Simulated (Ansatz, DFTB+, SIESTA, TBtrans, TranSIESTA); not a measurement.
# Green-function transport: H2 in line between two Li chains (relaxed at zero bias, lead layers held), part 2 of 3

A study of how the conductance of H2 in line between two Li chains (relaxed at zero bias, lead layers held) changes with the level of theory. The current runs along the third cell vector; the first and last atoms are layers of the leads.

SIESTA 5.4.2, Ansatz 0.2.0, TranSIESTA 5.4.2, TBtrans 5.4.2 and DFTB+ 25.1; PBE, numerical atomic orbitals (DZP), PseudoDojo norm-conserving files converted to PSML; other levels are named step by step (the session's first sound run).

So far, conductance (G₀): step 6 (T(E) at 0 V, case PBE, DZP) 0.494. Also open channels of the lead: step 6 0.999.

## Step 9: Self-consistent junction under bias, bias 0.6 V

This step: PBE, numerical atomic orbitals (DZP), PseudoDojo norm-conserving files converted to PSML; open system by non-equilibrium Green functions (TranSIESTA 5.4.2).

The bias moves on to 0.6 V from the last converged density.

Input file DEV.fdf:

```
SystemLabel DEV
NumberOfAtoms 12
NumberOfSpecies 2
%block ChemicalSpeciesLabel
  1 3 Li
  2 1 H
%endblock ChemicalSpeciesLabel
LatticeConstant 1.0 Ang
%block LatticeVectors
  9.000000 0.000000 0.000000
  0.000000 9.000000 0.000000
  0.000000 0.000000 30.650400
%endblock LatticeVectors
AtomicCoordinatesFormat Ang
%block AtomicCoordinatesAndAtomicSpecies
  4.500000 4.500000 1.475000 1
  4.500000 4.500000 4.425000 1
  4.500000 4.500000 7.375000 1
  4.500000 4.500000 10.178284 1
  4.500000 4.500000 12.900183 1
  4.500000 4.500000 14.910497 2
  4.500000 4.500000 15.739903 2
  4.500000 4.500000 17.750216 1
  4.500000 4.500000 20.472116 1
  4.500000 4.500000 23.275400 1
  4.500000 4.500000 26.225400 1
  4.500000 4.500000 29.175400 1
%endblock AtomicCoordinatesAndAtomicSpecies
XC.Functional GGA
XC.Authors PBE
PAO.BasisSize DZP
PAO.EnergyShift 0.01 Ry
PAO.SplitNorm 0.15
Mesh.Cutoff 300 Ry
ElectronicTemperature 300 K
Spin non-polarized
MaxSCFIterations 120
SCF.MustConverge true
SCF.DM.Tolerance 0.002
SCF.H.Tolerance 0.03 eV
TS.SCF.DM.Tolerance 0.0001
TS.SCF.H.Tolerance 3.675e-04 Ry
SCF.Mixer.Method Pulay
SCF.Mixer.Weight 0.1
SCF.Mixer.History 4
WriteMullikenPop 1
PAO.Polarization.NonPerturbative true
%block kgrid.MonkhorstPack
  1 0 0 0.0
  0 1 0 0.0
  0 0 5 0.0
%endblock kgrid.MonkhorstPack
%block TS.Elecs
  Left
  Right
%endblock TS.Elecs
%block TS.Elec.Left
  HS ELEC.TSHS
  DM-init bulk
  chemical-potential Left
  semi-inf-direction -A3
  electrode-position 1
  bulk true
  Eta 0.0001 eV
  Out-of-core true
  tbt.Out-of-core false
%endblock TS.Elec.Left
%block TS.Elec.Right
  HS ELEC.TSHS
  DM-init bulk
  chemical-potential Right
  semi-inf-direction +A3
  electrode-position end -1
  bulk true
  Eta 0.0001 eV
  Out-of-core true
  tbt.Out-of-core false
%endblock TS.Elec.Right
%block TS.ChemPots
  Left
  Right
%endblock TS.ChemPots
%block TS.ChemPot.Left
  mu V/2
  contour.eq
    begin
      C-Left
      T-Left
    end
%endblock TS.ChemPot.Left
%block TS.Contour.C-Left
  part circle
  from -70.0 eV + V/2 to -10 kT + V/2
  points 40
  method g-legendre
%endblock TS.Contour.C-Left
%block TS.Contour.T-Left
  part tail
  from prev to inf
  points 10
  method g-fermi
%endblock TS.Contour.T-Left
%block TS.ChemPot.Right
  mu -V/2
  contour.eq
    begin
      C-Right
      T-Right
    end
%endblock TS.ChemPot.Right
%block TS.Contour.C-Right
  part circle
  from -70.0 eV - V/2 to -10 kT - V/2
  points 40
  method g-legendre
%endblock TS.Contour.C-Right
%block TS.Contour.T-Right
  part tail
  from prev to inf
  points 10
  method g-fermi
%endblock TS.Contour.T-Right
TS.Elecs.Neglect.Principal true
TS.Contours.Eq.Pole 2.5 eV
%block TS.Contours.nEq
  neq
%endblock TS.Contours.nEq
%block TS.Contour.nEq.neq
  part line
  from -|V|/2 - 5 kT to |V|/2 + 5 kT
  delta 0.02 eV
  method mid-rule
%endblock TS.Contour.nEq.neq
SaveElectrostaticPotential true
DM.UseSaveDM true
SolutionMethod transiesta
TS.Voltage 0.6 eV
TS.SCF.dQ.Converge false
TS.Contours.nEq.Eta 0.005 eV
```

Launch:

```
$ OMP_NUM_THREADS=1 mpirun -n 2 siesta DEV.fdf > dzp.scf0.6.out
```

It took 30 s on 2 MPI ranks of Intel Xeon Platinum 8375C at 2.90GHz (Ice Lake), shared host; peak memory 0.77 GiB.

Electrostatic, mean over the points within 1.5 Å of the atoms' projections. The potential energy less that at 0 V, bias 0.6 V by z:

```csv
z (Å),"potential energy less that at 0 V, bias 0.6 V (eV)"
0,0.300
1,0.293
2,0.287
3,0.280
4,0.275
5,0.273
6,0.278
7,0.284
8,0.266
9,0.194
10,0.0732
11,0.0516
12,0.144
13,0.252
14,0.207
15,0.0446
16,-0.0196
17,-0.226
18,-0.289
19,-0.184
20,-0.0985
21,-0.107
22,-0.186
23,-0.275
24,-0.320
25,-0.301
26,-0.288
27,-0.286
28,-0.288
29,-0.293
30,-0.298
```

The open region is not held to a fixed charge; it ends 0.015 electron over neutrality, which is small. Over a third of the bias falls in the electrode layers or within 2 Å of them; a longer scattering region was not tried.

## Step 10: Transmission and current under bias, bias 0.6 V

This step: PBE, numerical atomic orbitals (DZP), PseudoDojo norm-conserving files converted to PSML; open system by non-equilibrium Green functions (TBtrans 5.4.2).

Input file TBT.fdf:

```
TS.Voltage 0.6 eV
%block TBT.k
  1 0 0 0.0
  0 1 0 0.0
  0 0 1 0.0
%endblock TBT.k
%block TBT.Contour.line
  from -2.0125 eV to 2.0125 eV
  delta 0.025 eV
  method mid-rule
%endblock TBT.Contour.line
TBT.T.Bulk true
TBT.DOS.Gf true
TBT.T.Eig 3
TBT.Elecs.Eta 0.0001 eV
TBT.DOS.A true
TBT.Current.Orb true
%include DEV.fdf
```

Launch:

```
$ OMP_NUM_THREADS=1 mpirun -n 2 tbtrans TBT.fdf > dzp.tbt0.6.out
```

Wall time 1.1 s (2 MPI ranks); peak memory 0.18 GiB.

One spin; bias 0.6 V; set to 0 where a lead has no channel. Transmission against energy, zero at the mean Fermi level:

```csv
energy (eV),transmission
-2.000,0
-1.800,0
-1.600,0
-1.400,0
-1.200,0
-1.000,0
-0.800,0
-0.600,0
-0.400,0.282
-0.200,0.360
0.000,0.460
0.200,0.569
0.400,0.723
0.600,0.903
0.800,0.989
1.000,0.970
1.200,0.999
1.400,1.7e-4
1.600,2.0e-4
1.800,0.271
2.000,0.607
```

The current is 21.6 μA for both spins, so I/V is 0.465 G0. TBtrans prints one spin, half of that. By hand: Landauer's sum over the window from -0.3 to 0.3 eV: T at five even points is 0.317, 0.384, 0.460, 0.539, 0.639, Simpson's rule gives a mean of 0.464, and I ≈ 77.48 µS × 0.464 × 0.6 V = 21.6 μA, with sharp Fermi edges.

## Step 11: The open system under bias, bias 0.9 V

This step: PBE, numerical atomic orbitals (DZP), PseudoDojo norm-conserving files converted to PSML; open system by non-equilibrium Green functions (TranSIESTA 5.4.2).

The bias moves on to 0.9 V from the last converged density.

DEV.fdf, as its differences from that of step 9:

```diff
@@ -136,3 +136,3 @@
 SolutionMethod transiesta
-TS.Voltage 0.6 eV
+TS.Voltage 0.9 eV
 TS.SCF.dQ.Converge false
```

Launch:

```
$ OMP_NUM_THREADS=1 mpirun -n 2 siesta DEV.fdf > dzp.scf0.9.out
```

The job ended after 43 s (2 MPI ranks; peak memory 0.77 GiB).

Electrostatic, mean over the points within 1.5 Å of the atoms' projections. Table of potential energy less that at 0 V, bias 0.9 V by z:

```csv
z (Å),"potential energy less that at 0 V, bias 0.9 V (eV)"
0,0.450
1,0.436
2,0.420
3,0.404
4,0.389
5,0.379
6,0.383
7,0.395
8,0.385
9,0.223
10,-0.120
11,-0.194
12,0.00590
13,0.267
14,0.302
15,0.0731
16,-1.3e-4
17,-0.306
18,-0.468
19,-0.360
20,-0.235
21,-0.210
22,-0.289
23,-0.417
24,-0.485
25,-0.453
26,-0.430
27,-0.425
28,-0.427
29,-0.434
30,-0.445
```

The open region is not held to a fixed charge; it ends 0.0067 electron under neutrality, which is small. Over a third of the bias falls in the electrode layers or within 2 Å of them; a longer scattering region was not tried.

## Step 12: Transmission and current under bias, bias 0.9 V

This step: PBE, numerical atomic orbitals (DZP), PseudoDojo norm-conserving files converted to PSML; open system by non-equilibrium Green functions (TBtrans 5.4.2).

TBT.fdf, as its differences from that of step 10:

```diff
@@ -1,2 +1,2 @@
-TS.Voltage 0.6 eV
+TS.Voltage 0.9 eV
 %block TBT.k
```

Launch:

```
$ OMP_NUM_THREADS=1 mpirun -n 2 tbtrans TBT.fdf > dzp.tbt0.9.out
```

It took 0.89 s on 2 MPI ranks; peak memory 0.18 GiB.

One spin; bias 0.9 V; set to 0 where a lead has no channel. Table of transmission by energy, zero at the mean Fermi level:

```csv
energy (eV),transmission
-2.000,0
-1.900,0
-1.800,0
-1.700,0
-1.600,0
-1.500,0
-1.400,0
-1.300,0
-1.200,0
-1.100,0
-1.000,0
-0.900,0
-0.800,0
-0.700,0
-0.600,0
-0.500,0
-0.400,0
-0.300,0
-0.200,0.212
-0.100,0.327
0.000,0.424
0.100,0.500
0.200,0.566
0.300,0.635
0.400,0.715
0.500,0.803
0.600,0.883
0.700,0.935
0.800,0.950
0.900,0.941
1.000,0.936
1.100,0.0118
1.200,5.0e-4
1.300,1.1e-4
1.400,4.7e-5
1.500,4.8e-5
1.600,2.3e-4
1.700,0.00303
1.800,4.0e-4
1.900,3.5e-4
2.000,0.277
```

The current is 26.6 μA for both spins, so I/V is 0.381 G0. TBtrans prints one spin, half of that.

## Step 13: The I-V curve

This step: PBE, numerical atomic orbitals (DZP), PseudoDojo norm-conserving files converted to PSML; open system by non-equilibrium Green functions (SIESTA post-processed).

The currents of all voltages are gathered, beside the estimate that a fixed zero-bias T(E) would give.

Table of current through one cell, both spins by bias:

```csv
bias (V),self-consistent (μA),from the zero-bias transmission (μA)
0.000,0,0
0.300,11.4,11.6
0.600,21.6,23.7
0.900,26.6,36.5
```

## Step 14: Self-consistent junction, 0 V, case basis SZ

This step: PBE, numerical atomic orbitals (SZ), PseudoDojo norm-conserving files converted to PSML; open system by non-equilibrium Green functions (TranSIESTA 5.4.2).

Changed here: basis SZ. A smaller basis is cheaper as a rule and a larger one more complete; the conductance shows what that is worth. The electrode was run again at this level first.

DEV.fdf, as its differences from that of step 11:

```diff
@@ -30,3 +30,3 @@
 XC.Authors PBE
-PAO.BasisSize DZP
+PAO.BasisSize SZ
 PAO.EnergyShift 0.01 Ry
@@ -36,3 +36,3 @@
 Spin non-polarized
-MaxSCFIterations 120
+MaxSCFIterations 200
 SCF.MustConverge true
@@ -41,6 +41,6 @@
 TS.SCF.DM.Tolerance 0.0001
-TS.SCF.H.Tolerance 3.675e-04 Ry
+TS.SCF.H.Tolerance 2.205e-04 Ry
 SCF.Mixer.Method Pulay
 SCF.Mixer.Weight 0.1
-SCF.Mixer.History 4
+SCF.Mixer.History 10
 WriteMullikenPop 1
@@ -136,3 +136,3 @@
 SolutionMethod transiesta
-TS.Voltage 0.9 eV
+TS.Voltage 0 eV
 TS.SCF.dQ.Converge false
```

Launch:

```
$ OMP_NUM_THREADS=1 mpirun -n 2 siesta DEV.fdf > szp.scf0.out
```

The job ended after 39 s (2 MPI ranks; peak memory 0.65 GiB).

This step gave:

```yaml
orbitals: 22
excess_charge_of_the_open_region: -0.0471 e
```

The open region is not held to a fixed charge; it ends 0.047 electron under neutrality, which can shift levels. The largest force on an atom between the electrode layers and over 3 Å from them is 2.3 eV/Å.

## Step 15: T(E) at 0 V, case basis SZ

This step: PBE, numerical atomic orbitals (SZ), PseudoDojo norm-conserving files converted to PSML; open system by non-equilibrium Green functions (TBtrans 5.4.2).

TBT.fdf, as its differences from that of step 12:

```diff
@@ -1,2 +1,2 @@
-TS.Voltage 0.9 eV
+TS.Voltage 0 eV
 %block TBT.k
```

Launch:

```
$ OMP_NUM_THREADS=1 mpirun -n 2 tbtrans TBT.fdf > szp.tbt0.out
```

Run time: 0.8 s. Hardware: 2 MPI ranks; peak memory 0.18 GiB.

One spin; set to 0 where a lead has no channel. The transmission by energy, zero at the Fermi level:

```csv
energy (eV),transmission
-2.000,0
-1.900,0
-1.800,0
-1.700,0
-1.600,0
-1.500,0
-1.400,0
-1.300,0
-1.200,0
-1.100,0
-1.050,0.914
-1.000,0.499
-0.900,0.301
-0.800,0.254
-0.700,0.248
-0.600,0.262
-0.500,0.292
-0.400,0.336
-0.300,0.394
-0.200,0.462
-0.100,0.538
0.000,0.614
0.100,0.684
0.200,0.742
0.300,0.785
0.400,0.813
0.500,0.828
0.575,0.831
0.600,0.830
0.700,0.823
0.800,0.807
0.900,0.785
1.000,0.757
1.100,0.727
1.200,0.696
1.300,0.666
1.400,0.637
1.500,0.611
1.600,0.588
1.700,0.568
1.800,0.553
1.900,0.541
2.000,0.532
```

The conductance is 0.613 G0, 24 % over that of the case PBE, DZP. At the Fermi level one eigenchannel carries it, with T = 0.61.

## Step 16: The junction as a periodic cell, case GFN1-xTB

This step: GFN1-xTB Hamiltonian of the periodic cell between leads' self-energies (DFTB+ 25.1).

Changed here: GFN1-xTB. A cheaper Hamiltonian on the same geometry shows what the approximation costs. The periodic cell gives self-consistent charges, from which the Hamiltonian is then written out; one principal layer of the lead was run in the same way.

Input file dftb_in.hsd:

```
Geometry = GenFormat {
  <<< "geo.gen"
}
Hamiltonian = xTB {
  Method = "GFN1-xTB"
  SccTolerance = 1e-06
  MaxSccIterations = 300
  Mixer = Broyden {
    MixingParameter = 0.1
  }
  Filling = Fermi {
    Temperature [K] = 300
  }
  KPointsAndWeights = SupercellFolding {
    1 0 0
    0 1 0
    0 0 2
    0.0 0.0 0.0
  }
}
Options {
  WriteChargesAsText = Yes
}
Analysis {
  MullikenAnalysis = Yes
  PrintForces = Yes
}
ParserOptions {
  ParserVersion = 14
}
```

Input file geo.gen:

```
12 S
  Li H
   1 1     4.500000     4.500000     1.475000
   2 1     4.500000     4.500000     4.425000
   3 1     4.500000     4.500000     7.375000
   4 1     4.500000     4.500000    10.178284
   5 1     4.500000     4.500000    12.900183
   6 2     4.500000     4.500000    14.910497
   7 2     4.500000     4.500000    15.739903
   8 1     4.500000     4.500000    17.750216
   9 1     4.500000     4.500000    20.472116
  10 1     4.500000     4.500000    23.275400
  11 1     4.500000     4.500000    26.225400
  12 1     4.500000     4.500000    29.175400
  0.0 0.0 0.0
  9.000000 0.000000 0.000000
  0.000000 9.000000 0.000000
  0.000000 0.000000 30.650400
```

Launch:

```
$ OMP_NUM_THREADS=2 dftb+ > dftb.out
```

It took 0.16 s on 2 threads; peak memory 0.18 GiB; 0.33 s of CPU time.

Numbers from this step:

* Fermi energy: -9.640 eV

(Continued in part 3 of 3.)

[Logs are printed without paths, hosts, clocks, repeated set-up lines and the standing remarks that a program may print on its own settings, such as how far it seeks lower states.]

[Hosts, paths, dates, database ids (printed as entryN), source tags and the programs' standing remarks are cut or masked in the printed files.]
